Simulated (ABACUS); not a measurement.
# NiO (Fm-3m) in ABACUS: notebook

The runs below take NiO through band structure, equation of state, with WC.

Everything below comes from runs of ABACUS 3.10.1. Logs are shortened: lines on timing, memory, paths and dates and some standing lists are left out, and cuts for length are marked.

## 1. The crystal as given

The structure is cubic, space group Fm-3m (No. 225). Conventional cell: a = 4.172 Å, b = 4.172 Å, c = 4.172 Å, α = 90.00°, β = 90.00°, γ = 90.00°. Ni (site symmetry m-3m) is surrounded by 6 O at 2.09 Å. Around O (site symmetry m-3m) lie 6 Ni at 2.09 Å.

## 2. Band structure, WC, collinear spin, ferromagnetic start

The input, INPUT:

```
INPUT_PARAMETERS
suffix              NiO
calculation         nscf
basis_type          pw
pseudo_dir          ./
symmetry            -1
dft_functional      wc
ecutwfc             40.0
pseudo_rcut         10
nspin               2
nbands              23
ks_solver           dav
smearing_method     fd
smearing_sigma      0.00367493
scf_thr             1e-08
scf_nmax            100
mixing_type         broyden
mixing_beta         0.4
ecutrho             320.0
init_chg            file
pw_diag_thr         1e-07
out_band            1
kpar                4
```

The input, STRU:

```
ATOMIC_SPECIES
Ni 58.6934 ni_pbesol_v1.4.uspp.F.UPF
O 15.9990 o_pbesol_v1.2.uspp.F.UPF

LATTICE_CONSTANT
1.8897261246

LATTICE_VECTORS
2.9499103900 0.0000000000 0.0000000000
1.4749551950 2.5546973366 0.0000000000
1.4749551950 0.8515657789 2.4085917475

ATOMIC_POSITIONS
Direct

Ni
0.0
1
0.0000000000 0.0000000000 0.0000000000 1 1 1 mag 1

O
0.0
1
0.5000000000 0.5000000000 0.5000000000 1 1 1 mag 0
```

The input, KPT:

```
K_POINTS
12
Line
0.00000000 0.00000000 0.00000000 10 // G
0.50000000 0.00000000 0.50000000 10 // X
0.50000000 0.25000000 0.75000000 10 // W
0.37500000 0.37500000 0.75000000 10 // K
0.00000000 0.00000000 0.00000000 10 // G
0.50000000 0.50000000 0.50000000 10 // L
0.62500000 0.25000000 0.62500000 10 // U
0.50000000 0.25000000 0.75000000 10 // W
0.50000000 0.50000000 0.50000000 10 // L
0.37500000 0.37500000 0.75000000 1 // K
0.62500000 0.25000000 0.62500000 10 // U
0.50000000 0.00000000 0.50000000 1 // X
```

Potentials or basis: GBRV ultrasoft 1.5 PBEsol, plane waves.

Run with:

```
$ OMP_NUM_THREADS=1 mpirun -np 4 abacus > log
```

running log:

```text
ABACUS v3.10.1

               Atomic-orbital Based Ab-initio Computation at UStc

 ------------------------------------------------------------------------------------

 READING GENERAL INFORMATION
                           global_out_dir = OUT.NiO/
                           global_in_card = INPUT
                               pseudo_dir = ./
                              orbital_dir =
                                    DSIZE = 4
                                    GSIZE = 1

 READING UNITCELL INFORMATION
                                    ntype = 2
                  lattice constant (Bohr) = 1.88973
              lattice constant (Angstrom) = 1

 READING ATOM TYPE 1
                               atom label = Ni
                      L=0, number of zeta = 1
                      L=1, number of zeta = 1
                      L=2, number of zeta = 1
             number of atom for this type = 1
               magnetization of element 1 = 1

 READING ATOM TYPE 2
                               atom label = O
                      L=0, number of zeta = 1
                      L=1, number of zeta = 1
                      L=2, number of zeta = 1
             number of atom for this type = 1
               magnetization of element 2 = 0

                        TOTAL ATOM NUMBER = 2
DIRECT COORDINATES
    atom                   x                   y                   z     mag                  vx                  vy                  vz
taud_Ni1            0.0000000000        0.0000000000        0.0000000000  1.0000        0.0000000000        0.0000000000        0.0000000000
taud_O1            0.5000000000        0.5000000000        0.5000000000  0.0000        0.0000000000        0.0000000000        0.0000000000

                          Volume (Bohr^3) = 122.492
                             Volume (A^3) = 18.1514

 Lattice vectors: (Cartesian coordinate: in unit of a_0)
             +2.94991                  +0                  +0
             +1.47496             +2.5547                  +0
             +1.47496           +0.851566            +2.40859
 Reciprocal vectors: (Cartesian coordinate: in unit of 2 pi/a_0)
            +0.338993           -0.195718           -0.138393
                   -0           +0.391436           -0.138393
                   +0                  -0            +0.41518
 The esolver type has been set to : ksdft_pw

                PAO radial cut off (Bohr) = 10

 Read in pseudopotential file is ni_pbesol_v1.4.uspp.F.UPF
                     pseudopotential type = US
          exchange-correlation functional = PBEsol
                 nonlocal core correction = 1
                        valence electrons = 18
                                     lmax = 2
                           number of zeta = 5
                     number of projectors = 6
                           L of projector = 0
                           L of projector = 0
                           L of projector = 1
                           L of projector = 1
                           L of projector = 2
                           L of projector = 2
 XC functional updated to : wc
          exchange-correlation functional = WC
                PAO radial cut off (Bohr) = 10

 Read in pseudopotential file is o_pbesol_v1.2.uspp.F.UPF
                     pseudopotential type = US
          exchange-correlation functional = PBEsol
                 nonlocal core correction = 1
                        valence electrons = 6
                                     lmax = 2
                           number of zeta = 2
                     number of projectors = 5
                           L of projector = 0
                           L of projector = 0
                           L of projector = 1
                           L of projector = 1
                           L of projector = 2
 XC functional updated to : wc
          exchange-correlation functional = WC
     initial pseudo atomic orbital number = 17
 The readin total magnetization is 1

 SETUP THE ELECTRONS NUMBER
            electron number of element Ni = 18
      total electron number of element Ni = 18
             electron number of element O = 6
       total electron number of element O = 6
            AUTOSET number of electrons:  = 24
                           occupied bands = 12
                                   NBANDS = 23
                                   NLOCAL = 18

%%%%%%%%%%%%%%%%%%%%%%%%%%%%%%%%%%%%%%%%%%%%%%%%%%%%%%%%%%%%%%%%%%%%%%%%%%%%%%%%%%%%%%%%%%%%%%%%%%%%%%%%%%
 Warning: the number of valence electrons in pseudopotential > 10 for Ni: [Ar] 3d8 4s2
 Pseudopotentials with additional electrons can yield (more) accurate outcomes, but may be less efficient.
 If you're confident that your chosen pseudopotential is appropriate, you can safely ignore this warning.
%%%%%%%%%%%%%%%%%%%%%%%%%%%%%%%%%%%%%%%%%%%%%%%%%%%%%%%%%%%%%%%%%%%%%%%%%%%%%%%%%%%%%%%%%%%%%%%%%%%%%%%%%%

 SETUP THE PLANE WAVE BASIS
[... 57 lines left out ...]
       6  0.25000000  0.00000000  0.25000000  1.0000
[... 22 lines left out ...]
      29  0.40000000  0.35000000  0.75000000  1.0000
      30  0.38750000  0.36250000  0.75000000  1.0000
[... 72 further k points ...]

           k-point number in this process = 26
       minimum distributed K point number = 25
                             nks(nspin=2) = 52
                          nkstot(nspin=2) = 204

[... K-POINTS CARTESIAN COORDINATES: 52 rows ...]

[... K-POINTS DIRECT COORDINATES: 52 rows ...]

 SETUP PLANE WAVES FOR WAVE FUNCTIONS
     energy cutoff for wavefunc (unit:Ry) = 40
              fft grid for wave functions = [ 24, 24, 24 ]
                    number of plane waves = 749
                         number of sticks = 109

 PARALLEL PW FOR WAVE FUNCTIONS
     PROC   COLUMNS(POT)             PW
        1            109            749
 --------------- sum -------------------
        1            109            749

 SETUP NONLOCAL PSEUDOPOTENTIALS IN PLANE WAVE BASIS
 Ni non-local projectors:
 projector 1 L=0
 projector 2 L=0
 projector 3 L=1
 projector 4 L=1
 projector 5 L=2
 projector 6 L=2
 O non-local projectors:
 projector 1 L=0
 projector 2 L=0
 projector 3 L=1
 projector 4 L=1
 projector 5 L=2
      TOTAL NUMBER OF NONLOCAL PROJECTORS = 31

 Init Non-Local PseudoPotential table :
 Init Non-Local-Pseudopotential done.

                                     npwx = 532

 Make real space PAO into reciprocal space.
       max mesh points in Pseudopotential = 687
     dq(describe PAO in reciprocal space) = 0.01
                                    max q = 763

 number of pseudo atomic orbitals for Ni is 5
WARNING: norm of atomic wavefunction # 5 of atomic type Ni is 0.999993, renormalized

 number of pseudo atomic orbitals for O is 2

 -------------------------------------------
 NONSELF-CONSISTENT
 -------------------------------------------
                                 init_chg = file
 try to read charge from file
 Read in the charge density: OUT.NiO//NiO-CHARGE-DENSITY.restart

 PW ALGORITHM --------------- ION=   1  ELEC=   1--------------------------------
 k(1/204) Iter steps (avg)=7 threshold=1e-07
 k(2/204) Iter steps (avg)=7 threshold=1e-07
 k(3/204) Iter steps (avg)=8 threshold=1e-07
 k(4/204) Iter steps (avg)=8 threshold=1e-07
 k(5/204) Iter steps (avg)=8 threshold=1e-07
 k(6/204) Iter steps (avg)=8 threshold=1e-07
 k(7/204) Iter steps (avg)=10 threshold=1e-07
 k(8/204) Iter steps (avg)=12 threshold=1e-07
 k(9/204) Iter steps (avg)=13 threshold=1e-07
 k(10/204) Iter steps (avg)=11 threshold=1e-07
[... 32 lines left out ...]
 k(43/204) Iter steps (avg)=13 threshold=1e-07
 k(44/204) Iter steps (avg)=13 threshold=1e-07
 k(45/204) Iter steps (avg)=14 threshold=1e-07
 k(46/204) Iter steps (avg)=14 threshold=1e-07
 k(47/204) Iter steps (avg)=12 threshold=1e-07
 k(48/204) Iter steps (avg)=14 threshold=1e-07
 k(49/204) Iter steps (avg)=15 threshold=1e-07
 k(50/204) Iter steps (avg)=15 threshold=1e-07
 k(51/204) Iter steps (avg)=15 threshold=1e-07
 k(52/204) Iter steps (avg)=16 threshold=1e-07
[... levels at 52 k points of this process ...]

          total magnetism (Bohr mag/cell) = -0.000352304
       absolute magnetism (Bohr mag/cell) = 0.000377153
                        nelec for spin up = 11.9998
                      nelec for spin down = 12.0002

 Density error is 0.00000000000
                          Error Threshold = 1.00000000000e-07
----------------------------------------------------------
     Energy           Rydberg                 eV
----------------------------------------------------------
 E_KohnSham     -374.0411621318      -5089.0910915350
 E_KS(sigma->0) -374.0407457251      -5089.0854260309
 E_Harris       -374.0411621318      -5089.0910915350
 E_band         -24.3000626281       -330.6193134994
 E_one_elec     -215.6990590936      -2934.7362569123
 E_Hartree      121.8363364577       1657.6683992703
 E_xc           -40.9542990882       -557.2118251963
 E_Ewald        -239.2233075943      -3254.8000776886
 E_entropy(-TS) -0.0008328134        -0.0113310081
 E_descf        0.0000000000         0.0000000000
 E_exx          0.0000000000         0.0000000000
 E_Fermi        1.0050477495         13.6743761551
----------------------------------------------------------

 charge density convergence is achieved
 final etot is -5089.0910915 eV
 EFERMI = 13.674376155 eV

 STATE ENERGY(eV) AND OCCUPATIONS    NSPIN == 2
SPIN UP :
 1/26 kpoint (Cartesian) = 0.0000 0.0000 0.0000 (531 pws)
       1       -88.6593     0.00980392
       2       -49.2308     0.00980392
       3       -49.2308     0.00980392
       4       -49.2308     0.00980392
       5       -6.50931     0.00980392
       6        10.8324     0.00980392
[... 15 lines left out ...]
      22        39.4990        0.00000
      23        39.4990        0.00000

 2/26 kpoint (Cartesian) = 0.016950 -0.0097859 0.013839 (532 pws)
       1       -88.6592     0.00980392
       2       -49.2316     0.00980392
       3       -49.2311     0.00980392
       4       -49.2311     0.00980392
       5       -6.46891     0.00980392
       6        10.3551     0.00980392
[... 15 lines left out ...]
      22        39.5506        0.00000
      23        40.5583        0.00000
[... 73 lines left out ...]
      22        41.0455        0.00000
      23        44.1809        0.00000

 6/26 kpoint (Cartesian) = 0.084748 -0.048929 0.069197 (528 pws)
       1       -88.6572     0.00980392
       2       -49.2466     0.00980392
       3       -49.2372     0.00980392
       4       -49.2372     0.00980392
       5       -5.69448     0.00980392
       6        7.33669     0.00980392
[... 15 lines left out ...]
      22        42.9098        0.00000
      23        44.0866        0.00000

[... levels at 46 further k points ...]

 --------------------------------------------
 !FINAL_ETOT_IS -5089.091091534957 eV
 --------------------------------------------

 Output bands in file: OUT.NiO/BANDS_1.dat

 Output bands in file: OUT.NiO/BANDS_2.dat
```

Wall time 2.9 s (4 MPI ranks of Intel Xeon 6975P-C (Granite Rapids), shared host); peak memory 0.4 GiB.

Levels at the corners of the path, in eV from the Fermi level:
Spin up:
```csv
point,band 8,band 9,band 10,band 11,band 12,band 13,band 14,band 15,band 16,band 17
Γ,-3.14,-1.82,-1.82,-1.82,-1.61,-1.61,1.17,16.73,18.47,18.47
X,-4.50,-2.93,-1.19,-0.63,-0.63,-0.63,5.97,10.09,11.83,16.27
W,-5.89,-1.09,-1.09,-0.77,-0.63,0.03,8.39,10.22,10.22,13.09
K,-5.13,-1.75,-0.78,-0.59,-0.46,0.06,7.62,9.92,10.03,15.50
Γ,-3.14,-1.82,-1.82,-1.82,-1.61,-1.61,1.17,16.73,18.47,18.47
L,-5.54,-0.93,-0.93,-0.55,1.35,1.35,4.97,9.79,13.63,13.63
U,-5.13,-1.75,-0.78,-0.59,-0.46,0.06,7.62,9.92,10.03,15.50
W,-5.89,-1.09,-1.09,-0.77,-0.63,0.03,8.39,10.22,10.22,13.09
L,-5.54,-0.93,-0.93,-0.55,1.35,1.35,4.97,9.79,13.63,13.63
K,-5.13,-1.75,-0.78,-0.59,-0.46,0.06,7.62,9.92,10.03,15.50
U,-5.13,-1.75,-0.78,-0.59,-0.46,0.06,7.62,9.92,10.03,15.50
X,-4.50,-2.93,-1.19,-0.63,-0.63,-0.63,5.97,10.09,11.83,16.27
```
Spin down:
| point | band 9 | band 10 | band 11 | band 12 | band 13 | band 14 | band 15 | band 16 |
| --- | --- | --- | --- | --- | --- | --- | --- | --- |
| Γ | -1.82 | -1.82 | -1.82 | -1.61 | -1.61 | 1.17 | 16.73 | 18.47 |
| X | -2.93 | -1.19 | -0.63 | -0.63 | -0.63 | 5.97 | 10.09 | 11.83 |
| W | -1.09 | -1.09 | -0.77 | -0.63 | 0.03 | 8.39 | 10.22 | 10.22 |
| K | -1.75 | -0.78 | -0.59 | -0.46 | 0.06 | 7.62 | 9.92 | 10.03 |
| Γ | -1.82 | -1.82 | -1.82 | -1.61 | -1.61 | 1.17 | 16.73 | 18.47 |
| L | -0.93 | -0.93 | -0.55 | 1.35 | 1.35 | 4.97 | 9.79 | 13.63 |
| U | -1.75 | -0.78 | -0.59 | -0.46 | 0.06 | 7.62 | 9.92 | 10.03 |
| W | -1.09 | -1.09 | -0.77 | -0.63 | 0.03 | 8.39 | 10.22 | 10.22 |
| L | -0.93 | -0.93 | -0.55 | 1.35 | 1.35 | 4.97 | 9.79 | 13.63 |
| K | -1.75 | -0.78 | -0.59 | -0.46 | 0.06 | 7.62 | 9.92 | 10.03 |
| U | -1.75 | -0.78 | -0.59 | -0.46 | 0.06 | 7.62 | 9.92 | 10.03 |
| X | -2.93 | -1.19 | -0.63 | -0.63 | -0.63 | 5.97 | 10.09 | 11.83 |

Caveat: the density is read from an earlier self-consistent run, whose mesh may be coarse; the potentials were made for another functional, which shifts forces and pressure.

## 3. Equation of state, WC, collinear spin, ferromagnetic start, 8.53 Å³/atom (volume scaled by 0.94)

The input, INPUT:

```
INPUT_PARAMETERS
suffix              NiO
calculation         scf
basis_type          pw
pseudo_dir          ./
symmetry            1
dft_functional      wc
ecutwfc             40
pseudo_rcut         10
nspin               2
nbands              17
ks_solver           dav
smearing_method     fd
smearing_sigma      0.00367493
scf_thr             1e-08
scf_nmax            100
mixing_type         broyden
mixing_beta         0.4
cal_force           1
cal_stress          1
ecutrho             320
kpar                4
```

The input, STRU:

```
ATOMIC_SPECIES
Ni 58.6934 ni_pbesol_v1.4.uspp.F.UPF
O 15.9990 o_pbesol_v1.2.uspp.F.UPF

LATTICE_CONSTANT
1.8897261246

LATTICE_VECTORS
0.0000000000 2.0433202721 2.0433202721
2.0433202721 0.0000000000 2.0433202721
2.0433202721 2.0433202721 0.0000000000

ATOMIC_POSITIONS
Cartesian

Ni
0.0
1
0.0000000000 0.0000000000 0.0000000000 1 1 1 mag 1

O
0.0
1
2.0433202721 2.0433202721 2.0433202721 1 1 1 mag 0
```

The input, KPT:

```
K_POINTS
0
Gamma
9 9 9 0 0 0
```

Potentials or basis: GBRV ultrasoft 1.5 PBEsol, plane waves.

Run with:

```
$ OMP_NUM_THREADS=1 mpirun -np 4 abacus > log
```

It took 8 s on 4 MPI ranks of Intel Xeon 6975P-C (Granite Rapids), shared host; peak memory 0.36 GiB.

The run converged. Its results:

| Item | Value |
| --- | --- |
| Free energy | -5089.2112 eV |
| Pressure | -28.2 GPa |
| Band gap on the k mesh | none (metal or under the smearing width) |
| Net moment | 0.00 μB per cell |
| Absolute moment | 0.00 μB per cell |

Caveat: the potentials were made for another functional, which shifts forces and pressure; semilocal functionals often make such compounds metallic where correlation or magnetic order opens a gap, which also shifts bond lengths.

## 4. Equation of state, WC, collinear spin, ferromagnetic start, 8.89 Å³/atom (volume scaled by 0.98)

INPUT is that of step 3.

The input, STRU:

```
ATOMIC_SPECIES
Ni 58.6934 ni_pbesol_v1.4.uspp.F.UPF
O 15.9990 o_pbesol_v1.2.uspp.F.UPF

LATTICE_CONSTANT
1.8897261246

LATTICE_VECTORS
0.0000000000 2.0719018797 2.0719018797
2.0719018797 0.0000000000 2.0719018797
2.0719018797 2.0719018797 0.0000000000

ATOMIC_POSITIONS
Cartesian

Ni
0.0
1
0.0000000000 0.0000000000 0.0000000000 1 1 1 mag 1

O
0.0
1
2.0719018797 2.0719018797 2.0719018797 1 1 1 mag 0
```

KPT is that of step 3.

Run with:

```
$ OMP_NUM_THREADS=1 mpirun -np 4 abacus > log
```

It took 9.1 s on 4 MPI ranks of Intel Xeon 6975P-C (Granite Rapids), shared host; peak memory 0.36 GiB.

The run converged. Its results:

```
Free energy            : -5089.0849 eV
Pressure               : -35.6 GPa
Band gap on the k mesh : none (metal or under the smearing width)
Net moment             : 0.00 μB per cell
Absolute moment        : 0.00 μB per cell
```

Caveat: the potentials were made for another functional, which shifts forces and pressure; semilocal functionals often make such compounds metallic where correlation or magnetic order opens a gap, which also shifts bond lengths.

## 5. Equation of state, WC, collinear spin, ferromagnetic start, 9.26 Å³/atom (volume scaled by 1.02)

INPUT is that of step 4.

The input, STRU:

```
ATOMIC_SPECIES
Ni 58.6934 ni_pbesol_v1.4.uspp.F.UPF
O 15.9990 o_pbesol_v1.2.uspp.F.UPF

LATTICE_CONSTANT
1.8897261246

LATTICE_VECTORS
0.0000000000 2.0997159621 2.0997159621
2.0997159621 0.0000000000 2.0997159621
2.0997159621 2.0997159621 0.0000000000

ATOMIC_POSITIONS
Cartesian

Ni
0.0
1
0.0000000000 0.0000000000 0.0000000000 1 1 1 mag 1

O
0.0
1
2.0997159621 2.0997159621 2.0997159621 1 1 1 mag 0
```

KPT is that of step 4.

Run with:

```
$ OMP_NUM_THREADS=1 mpirun -np 4 abacus > log
```

It took 9.5 s on 4 MPI ranks of Intel Xeon 6975P-C (Granite Rapids), shared host; peak memory 0.36 GiB.

It converged, with:

- Free energy: -5088.9285 eV
- Pressure: -41.3 GPa
- Band gap on the k mesh: none (metal or under the smearing width)
- Net moment: 0.00 μB per cell
- Absolute moment: 0.00 μB per cell

Caveat: the potentials were made for another functional, which shifts forces and pressure; semilocal functionals often make such compounds metallic where correlation or magnetic order opens a gap, which also shifts bond lengths.

## 6. Equation of state, WC, collinear spin, ferromagnetic start, 9.62 Å³/atom (volume scaled by 1.06)

INPUT is that of step 5.

The input, STRU:

```
ATOMIC_SPECIES
Ni 58.6934 ni_pbesol_v1.4.uspp.F.UPF
O 15.9990 o_pbesol_v1.2.uspp.F.UPF

LATTICE_CONSTANT
1.8897261246

LATTICE_VECTORS
0.0000000000 2.1268120599 2.1268120599
2.1268120599 0.0000000000 2.1268120599
2.1268120599 2.1268120599 0.0000000000

ATOMIC_POSITIONS
Cartesian

Ni
0.0
1
0.0000000000 0.0000000000 0.0000000000 1 1 1 mag 1

O
0.0
1
2.1268120599 2.1268120599 2.1268120599 1 1 1 mag 0
```

KPT is that of step 5.

Potentials or basis: GBRV ultrasoft 1.5 PBEsol, plane waves.

Run with:

```
$ OMP_NUM_THREADS=1 mpirun -np 4 abacus > log
```

Run time: 10 s. Hardware: 4 MPI ranks of Intel Xeon 6975P-C (Granite Rapids), shared host; peak memory 0.48 GiB.

Results (log left out):

```yaml
Free_energy: -5088.7503 eV
Pressure: -45.4 GPa
Band_gap_on_the_k_mesh: none (metal or under the smearing width)
Net_moment: 0.00 μB per cell
Absolute_moment: 0.00 μB per cell
```

Caveat: the potentials were made for another functional, which shifts forces and pressure; semilocal functionals often make such compounds metallic where correlation or magnetic order opens a gap, which also shifts bond lengths.

## 7. Equation of state, WC, collinear spin, ferromagnetic start

No new run: the results of the series are fitted here.

Results:

```
Equilibrium volume : 7.81 Å³/atom (rough: see the caveat)
Bulk modulus       : 340 GPa (rough)
```

Energy against volume, from the lowest point:
| volume (Å³/atom) | energy (meV/atom) |
| --- | --- |
| 8.531 | 0.00 |
| 8.894 | 63.16 |
| 9.257 | 141.32 |
| 9.620 | 230.44 |

Caveat: the minimum lies outside the volumes run; the potentials were made for another functional, which shifts forces and pressure.
